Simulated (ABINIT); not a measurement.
# BAs (F-43m) in ABINIT: a series of runs

The runs below take BAs through equation of state, band structure, with BP86+D2, LDA-Teter, r2SCAN, BP86.

Program: ABINIT 10.8.3 (patched build). These are calculated values, not measurements. Logs are shortened: lines on timing, memory, paths and dates and some standing lists are left out, and cuts for length are marked. The log counts tension as positive stress, the text compression.

**Experimental background.**

“Basic Physical Properties of Cubic Boron Arsenide”, 2019, arxiv:1911.11281 quotes, for a bulk crystal of BAs: bulk modulus 148 GPa.

How close the calculation comes is told below.

### Step 1. Starting point

It takes space group F-43m (No. 216, cubic). The conventional cell has a = 4.777 Å, b = 4.777 Å, c = 4.777 Å, α = 90.00°, β = 90.00°, γ = 90.00°. Around As (site symmetry -43m) lie 4 B at 2.07 Å. B (site symmetry -43m) has 4 As at 2.07 Å as nearest neighbours.

### Step 2. Equation of state, BP86+D2

Contents of run.abi:

```
ndtset 7
getwfk -1
scalecart1 3*0.9795861087
scalecart2 3*0.9864848297
scalecart3 3*0.9932883884
scalecart4 3*1.0000000000
scalecart5 3*1.0066227096
scalecart6 3*1.0131594038
scalecart7 3*1.0196128224

pp_dirpath "./"
pseudos "As.GGA_PBE-JTH.xml, B.GGA_PBE-JTH.xml"

acell 3*1.0 Angstrom
rprim
     0.0000000000     2.3885000000     2.3885000000
     2.3885000000     0.0000000000     2.3885000000
     2.3885000000     2.3885000000     0.0000000000
ntypat 2
znucl 33 5
natom 2
typat 1 2
xred
     0.7500000000     0.7500000000     0.7500000000
     0.0000000000     0.0000000000     0.0000000000

ecut 15.0
pawecutdg 30.0

kptopt 1
ngkpt 10 10 10
nshiftk 1
shiftk 0.0 0.0 0.0

ixc -106132
vdw_xc 5

nband 13
occopt 3
tsmear 0.05 eV

nstep 100
tolvrs 1.0e-9

iomode 3
prtwf 1
prtden 0
prteig 0
prtebands 0
enunit 1
```

Potentials or basis: JTH PAW PBE v2.0.

The run is started by

```
$ abinit run.abi > log 2>&1
```

run.abo:

```text
.Version 10.8.3 of ABINIT
 DATASET    1 : space group F-4 3 m (#216); Bravais cF (face-center cubic)
================================================================================
 Values of the parameters that define the memory need for DATASET  1.
     intxc =       0    ionmov =       0      iscf =      17    lmnmax =      18
     lnmax =       6     mgfft =      24  mpssoang =       3    mqgrid =    3001
     natom =       2  nloc_mem =       2    nspden =       1   nspinor =       1
    nsppol =       1      nsym =      24    n1xccc =       1    ntypat =       2
    occopt =       3   xclevel =       2
       mpw =         495          nfft =       13824          nkpt =          47
 PAW method is used; the additional fine FFT grid is defined by:
   mgfftf=        32    nfftf =     32768
================================================================================
================================================================================
[... 71 lines left out ...]
 DATASET    7 : space group F-4 3 m (#216); Bravais cF (face-center cubic)
================================================================================
 Values of the parameters that define the memory need for DATASET  7.
     intxc =       0    ionmov =       0      iscf =      17    lmnmax =      18
     lnmax =       6     mgfft =      24  mpssoang =       3    mqgrid =    3001
     natom =       2  nloc_mem =       2    nspden =       1   nspinor =       1
    nsppol =       1      nsym =      24    n1xccc =       1    ntypat =       2
    occopt =       3   xclevel =       2
       mpw =         552          nfft =       13824          nkpt =          47
 PAW method is used; the additional fine FFT grid is defined by:
   mgfftf=        36    nfftf =     46656
================================================================================
================================================================================

--------------------------------------------------------------------------------
------------- Echo of variables that govern the present computation ------------
--------------------------------------------------------------------------------
 -outvars: echo values of preprocessed input variables --------
            acell      1.8897261259E+00  1.8897261259E+00  1.8897261259E+00 Bohr
              amu      7.49215900E+01  1.08110000E+01
             ecut      1.50000000E+01 Hartree
           enunit           1
           getwfk          -1
              ixc     -106132
           jdtset        1    2    3    4    5    6    7
         kptrlatt       10    0    0      0   10    0      0    0   10
          kptrlen1     6.25290353E+01
          kptrlen2     6.29693952E+01
          kptrlen3     6.34036806E+01
          kptrlen4     6.38320968E+01
          kptrlen5     6.42548383E+01
          kptrlen6     6.46720892E+01
          kptrlen7     6.50840244E+01
            natom           2
            nband          13
[... 134 lines left out ...]
 Radius for shape functions =  1.70360438
 Compensation charge density is not taken into account in XC energy/potential

- pspini: atom type   2  psp file is ./B.GGA_PBE-JTH.xml
 Pseudopotential format is: paw10
 basis_size (lnmax)=  4 (lmn_size=  8), orbitals=   0   0   1   1
 Spheres core radius: rc_sph= 1.70616958
 Shapefunction is SIN type: shapef(r)=[sin(pi*r/rshp)/(pi*r/rshp)]**2
 Radius for shape functions =  1.40269776
 Compensation charge density is not taken into account in XC energy/potential

   4.97343271E+02                                ecore*ucvol(ha*bohr**3)
--------------------------------------------------------------------------------

[... 1063 lines left out ...]
 getcut: wavevector=  0.0000  0.0000  0.0000  ngfft=  36  36  36
         ecut(hartree)=     30.000   => boxcut(ratio)=   2.24338

 getcut : COMMENT -
  Note that boxcut > 2.2 ; recall that boxcut=Gcut(box)/Gcut(sphere) = 2
  is sufficient for exact treatment of convolution.
  Such a large boxcut is a waste : you could raise ecut
  e.g. ecut=   37.745568 Hartrees makes boxcut=2

--------------------------------------------------------------------------------

-inwffil : will read wavefunctions from disk file runo_DS6_WFK.nc

================================================================================
[... 139 lines left out ...]
-Cartesian components of stress tensor (GPa)         [Pressure= -7.0664E+00 GPa]
- sigma(1 1)=  7.06643089E+00  sigma(3 2)=  0.00000000E+00
- sigma(2 2)=  7.06643089E+00  sigma(3 1)=  0.00000000E+00
- sigma(3 3)=  7.06643089E+00  sigma(2 1)=  0.00000000E+00

== END DATASET(S) ==============================================================
================================================================================

 -outvars: echo values of variables after computation  --------
            acell      1.8897261259E+00  1.8897261259E+00  1.8897261259E+00 Bohr
           etotal1    -1.1683256016E+02
           etotal2    -1.1683347609E+02
           etotal3    -1.1683399558E+02
           etotal4    -1.1683415221E+02
           etotal5    -1.1683397775E+02
           etotal6    -1.1683350647E+02
           etotal7    -1.1683275848E+02
            fcart1    -1.9031035807E-30 -2.3788794759E-30  3.8062071614E-30
                       1.9031035807E-30  2.3788794759E-30 -3.8062071614E-30
            fcart2     1.3113085122E-47 -4.7244868217E-31 -1.3113085122E-47
                      -1.3113085122E-47  4.7244868217E-31  1.3113085122E-47
            fcart3    -4.6921263071E-31 -1.5735923520E-48  4.6921263071E-31
                       4.6921263071E-31  1.5735923520E-48 -4.6921263071E-31
            fcart4    -0.0000000000E+00 -0.0000000000E+00 -0.0000000000E+00
                      -0.0000000000E+00 -0.0000000000E+00 -0.0000000000E+00
            fcart5    -0.0000000000E+00 -0.0000000000E+00 -0.0000000000E+00
                      -0.0000000000E+00 -0.0000000000E+00 -0.0000000000E+00
[... 38 lines left out ...]
                       0.0000000000E+00  0.0000000000E+00  0.0000000000E+00
           xangst1     3.5096121309E+00  3.5096121309E+00  3.5096121309E+00
                       0.0000000000E+00  0.0000000000E+00  0.0000000000E+00
           xangst2     3.5343285236E+00  3.5343285236E+00  3.5343285236E+00
                       0.0000000000E+00  0.0000000000E+00  0.0000000000E+00
           xangst3     3.5587039735E+00  3.5587039735E+00  3.5587039735E+00
                       0.0000000000E+00  0.0000000000E+00  0.0000000000E+00
           xangst4     3.5827500000E+00  3.5827500000E+00  3.5827500000E+00
                       0.0000000000E+00  0.0000000000E+00  0.0000000000E+00
           xangst5     3.6064775128E+00  3.6064775128E+00  3.6064775128E+00
                       0.0000000000E+00  0.0000000000E+00  0.0000000000E+00
           xangst6     3.6298968540E+00  3.6298968540E+00  3.6298968540E+00
                       0.0000000000E+00  0.0000000000E+00  0.0000000000E+00
           xangst7     3.6530178395E+00  3.6530178395E+00  3.6530178395E+00
                       0.0000000000E+00  0.0000000000E+00  0.0000000000E+00
             xred      7.5000000000E-01  7.5000000000E-01  7.5000000000E-01
                       0.0000000000E+00  0.0000000000E+00  0.0000000000E+00
 Calculation completed.
```

Wall time 74 s (1 thread of Arm Neoverse V1, shared host); peak memory 0.13 GiB.

What came out:

```yaml
Equilibrium_volume: 13.62 Å³/atom
Bulk_modulus: 132 GPa
Pressure_derivative_of_the_bulk_modulus: 3.7
```

Energy against volume, from the lowest point:
| volume (Å³/atom) | energy (meV/atom) |
| --- | --- |
| 12.809 | 21.66 |
| 13.081 | 9.20 |
| 13.354 | 2.13 |
| 13.626 | 0.00 |
| 13.899 | 2.37 |
| 14.171 | 8.79 |
| 14.444 | 18.96 |

Caveat: pressures at fixed basis lie under the slope of the energies; the PAW data sets were made with another functional, which shifts forces and pressure a little.

### Step 3. Equation of state, LDA-Teter

Contents of run.abi:

```
# Datasets: one volume each
ndtset 7
getwfk -1
scalecart1 3*0.9795861087
scalecart2 3*0.9864848297
scalecart3 3*0.9932883884
scalecart4 3*1.0000000000
scalecart5 3*1.0066227096
scalecart6 3*1.0131594038
scalecart7 3*1.0196128224

# Pseudopotentials
pp_dirpath "./"
pseudos "As.LDA_PW-JTH.xml, B.LDA_PW-JTH.xml"

# Structure
acell 3.3778490937 3.3778490937 3.3778490937 Angstrom
rprim
     0.0000000000     0.7071067812     0.7071067812
     0.7071067812     0.0000000000     0.7071067812
     0.7071067812     0.7071067812     0.0000000000
ntypat 2
znucl 33 5
natom 2
typat 1 2
xred
     0.7500000000     0.7500000000     0.7500000000
     0.0000000000     0.0000000000     0.0000000000

# Plane-wave basis
ecut 15.0
pawecutdg 30.0

# k points
kptopt 1
ngkpt 10 10 10
nshiftk 1
shiftk 0.0 0.0 0.0

# Exchange and correlation
ixc 1

# Bands and occupations
nband 13
occopt 3
tsmear 0.05 eV

# SCF cycle
nstep 100
tolvrs 1.0e-9

# Output
iomode 3
prtwf 1
prtden 0
prteig 0
prtebands 0
enunit 1
```

Potentials or basis: JTH PAW LDA v2.0.

The run is started by

```
$ abinit run.abi > log 2>&1
```

Run time: 57 s. Hardware: 1 thread of Arm Neoverse V1, shared host; peak memory 0.11 GiB.

It converged, with:

```yaml
Equilibrium_volume: 13.26 Å³/atom
Bulk_modulus: 147 GPa
Pressure_derivative_of_the_bulk_modulus: 4.1
```

Energy against volume, from the lowest point:
```tsv
volume (Å³/atom)	energy (meV/atom)
12.809	7.04
13.081	0.79
13.354	0.00
13.626	4.18
13.899	12.86
14.171	25.49
14.444	41.78
```

Caveat: pressures at fixed basis lie under the slope of the energies.

### Step 4. Band structure, r2SCAN

Contents of run.abi:

```
ndtset 2

pp_dirpath "./"
pseudos "As.LDA_PW-JTH.xml, B.LDA_PW-JTH.xml"

acell 3.3778490937 3.3778490937 3.3778490937 Angstrom
rprim
     0.0000000000     0.7071067812     0.7071067812
     0.7071067812     0.0000000000     0.7071067812
     0.7071067812     0.7071067812     0.0000000000
ntypat 2
znucl 33 5
natom 2
typat 1 2
xred
     0.7500000000     0.7500000000     0.7500000000
     0.0000000000     0.0000000000     0.0000000000

ecut 18.0
pawecutdg 36.0

ixc -497498
usekden 1
pawxcdev 0

occopt 3
tsmear 0.05 eV

nstep 100

iomode 3
prtwf 0
prteig 0
prtebands 0
enunit 1
prtden1 1
prtkden1 1

kptopt1 1
ngkpt1 10 10 10
nshiftk1 1
shiftk1 0.0 0.0 0.0
nband1 13
tolvrs1 1.0e-7

iscf2 -2
getden2 1
getkden2 1
nband2 17
nbdbuf2 2
tolwfr2 1.0e-12
kptopt2 -9
ndivsm2 6
prteig2 1
prtvol2 -3
kptbounds2
     0.0000000000     0.0000000000     0.0000000000
     0.5000000000     0.0000000000     0.5000000000
     0.5000000000     0.2500000000     0.7500000000
     0.3750000000     0.3750000000     0.7500000000
     0.0000000000     0.0000000000     0.0000000000
     0.5000000000     0.5000000000     0.5000000000
     0.6250000000     0.2500000000     0.6250000000
     0.5000000000     0.2500000000     0.7500000000
     0.5000000000     0.5000000000     0.5000000000
     0.3750000000     0.3750000000     0.7500000000
```

The run is started by

```
$ abinit run.abi > log 2>&1
```

It took 2.2 min on 1 thread of Arm Neoverse V1, shared host; peak memory 0.12 GiB.

It converged, with:

```yaml
Free_energy: -2971.7944 eV
Pressure: 0.4 GPa
Band_gap_on_the_k_mesh: 1.36 eV, indirect (least direct gap 3.42 eV)
Band_gap_along_the_path: 1.36 eV, indirect (least direct gap 3.42 eV)
Valence_electrons_inside_the_program's_atomic_spheres: As 12.82; B 1.74
```

Levels at the corners of the path, in eV from the valence-band top:
| point | band 5 | band 6 | band 7 | band 8 | band 9 | band 10 | band 11 | band 12 | band 13 | band 14 |
| --- | --- | --- | --- | --- | --- | --- | --- | --- | --- | --- |
| Γ | -36.84 | -16.16 | 0.00 | 0.00 | 0.00 | 3.42 | 3.42 | 3.42 | 5.06 | 10.37 |
| X | -36.83 | -11.71 | -9.07 | -4.31 | -4.31 | 1.60 | 1.68 | 12.16 | 12.16 | 13.84 |
| W | -36.83 | -11.54 | -8.61 | -5.74 | -5.43 | 5.69 | 6.42 | 7.20 | 7.39 | 13.19 |
| K | -36.83 | -11.77 | -8.67 | -6.21 | -3.69 | 2.27 | 5.96 | 9.79 | 10.39 | 11.34 |
| Γ | -36.84 | -16.16 | 0.00 | 0.00 | 0.00 | 3.42 | 3.42 | 3.42 | 5.06 | 10.37 |
| L | -36.83 | -13.14 | -9.24 | -1.94 | -1.94 | 2.93 | 5.05 | 5.05 | 9.57 | 13.61 |
| U | -36.83 | -11.77 | -8.67 | -6.21 | -3.69 | 2.27 | 5.96 | 9.79 | 10.39 | 11.34 |
| W | -36.83 | -11.54 | -8.61 | -5.74 | -5.43 | 5.69 | 6.42 | 7.20 | 7.39 | 13.19 |
| L | -36.83 | -13.14 | -9.24 | -1.94 | -1.94 | 2.93 | 5.05 | 5.05 | 9.57 | 13.61 |
| K | -36.83 | -11.77 | -8.67 | -6.21 | -3.69 | 2.27 | 5.96 | 9.79 | 10.39 | 11.34 |

Caveat: totals of a meta-GGA on PAW files have another zero than those of a GGA; the PAW data sets were made with another functional, which shifts forces and pressure a little.

### Step 5. Band structure, BP86

Changes to run.abi since step 4:

```diff
@@ -1,7 +1,10 @@
+# Datasets: ground state, then fixed potential
 ndtset 2
 
+# Pseudopotentials
 pp_dirpath "./"
-pseudos "As.LDA_PW-JTH.xml, B.LDA_PW-JTH.xml"
+pseudos "As.GGA_PBE-JTH.xml, B.GGA_PBE-JTH.xml"
 
-acell 3.3778490937 3.3778490937 3.3778490937 Angstrom
+# Structure
+acell 6.3832096775 6.3832096775 6.3832096775
 rprim
@@ -18,14 +21,17 @@
 
-ecut 18.0
-pawecutdg 36.0
+# Plane-wave basis
+ecut 408.170794 eV
+pawecutdg 30.0
 
-ixc -497498
-usekden 1
-pawxcdev 0
+# Exchange and correlation
+ixc -106132
 
+# Bands and occupations
 occopt 3
-tsmear 0.05 eV
+tsmear 0.00183747
 
+# SCF cycle
 nstep 100
 
+# Output
 iomode 3
@@ -36,4 +42,4 @@
 prtden1 1
-prtkden1 1
 
+# Dataset 1
 kptopt1 1
@@ -43,7 +49,7 @@
 nband1 13
-tolvrs1 1.0e-7
+tolvrs1 1.0e-9
 
+# Dataset 2: bands along G-X-W-K-G-L-U-W-L-K
 iscf2 -2
 getden2 1
-getkden2 1
 nband2 17
```

Potentials or basis: JTH PAW PBE v2.0.

The run is started by

```
$ abinit run.abi > log 2>&1
```

It took 30 s on 1 thread of Arm Neoverse V1, shared host; peak memory 0.12 GiB.

The run converged. Its results:

| Property | Result |
| --- | --- |
| Free energy | -3178.3404 eV |
| Pressure | 3.8 GPa |
| Band gap on the k mesh | 1.23 eV, indirect (least direct gap 3.30 eV) |
| Band gap along the path | 1.24 eV, indirect (least direct gap 3.30 eV) |
| Valence electrons inside the program's atomic spheres | As 12.82; B 1.78 |

Levels at the corners of the path, in eV from the valence-band top:
```csv
point,band 7,band 8,band 9,band 10,band 11,band 12
Γ,0.00,0.00,0.00,3.30,3.30,3.30
X,-8.50,-4.06,-4.06,1.49,1.50,11.38
W,-8.04,-5.45,-5.15,5.32,5.95,6.86
K,-8.12,-5.91,-3.47,2.10,5.58,9.24
Γ,0.00,0.00,0.00,3.30,3.30,3.30
L,-8.75,-1.81,-1.81,2.68,4.83,4.83
U,-8.12,-5.91,-3.47,2.10,5.58,9.24
W,-8.04,-5.45,-5.15,5.32,5.95,6.86
L,-8.75,-1.81,-1.81,2.68,4.83,4.83
K,-8.12,-5.91,-3.47,2.10,5.58,9.24
```

Caveat: the PAW data sets were made with another functional, which shifts forces and pressure a little.

### Step 6. Overview

| task | level | potentials or basis | cutoff (eV) | fine-grid cutoff | gap on the mesh (eV) | pressure (GPa) | V0 of scaled cells (Å³/atom) | B0 (GPa) |
| --- | --- | --- | --- | --- | --- | --- | --- | --- |
| equation of state | BP86+D2 | JTH PAW PBE v2.0 | 408 | 816.342 eV | - | - | 13.62 | 132 |
| equation of state | LDA-Teter | JTH PAW LDA v2.0 | 408 | 816.342 eV | - | - | 13.26 | 147 |
| band structure | r2SCAN | JTH PAW LDA v2.0 | 490 | 979.61 eV | 1.36 | 0.4 | - | - |
| band structure | BP86 | JTH PAW PBE v2.0 | 408 | 816.342 eV | 1.23 | 3.8 | - | - |

Alike in all rows: no spin polarisation; cell as given; k mesh 10 × 10 × 10; smearing fermi-dirac 0.05 eV.

Caveats: the PAW data sets were made with another functional, which shifts forces and pressure a little (some runs); pressures at fixed basis lie under the slope of the energies (some runs); totals of a meta-GGA on PAW files have another zero than those of a GGA (some runs).

Total energies depend on the potentials used, so only differences within one code and one set of settings carry meaning.

### Step 7. Against experiment

Step 2. Measured bulk modulus of BAs: 148 GPa (quoted in “Basic Physical Properties of Cubic Boron Arsenide”, 2019, arxiv:1911.11281). This calculation gives 132 GPa (-10.7 %). The fit is for a static lattice scaled at fixed shape and fixed fractional positions.

Step 3. Measured bulk modulus of BAs: 148 GPa (quoted in “Basic Physical Properties of Cubic Boron Arsenide”, 2019, arxiv:1911.11281). This calculation gives 147 GPa (-0.8 %). The fit is for a static lattice scaled at fixed shape and fixed fractional positions.
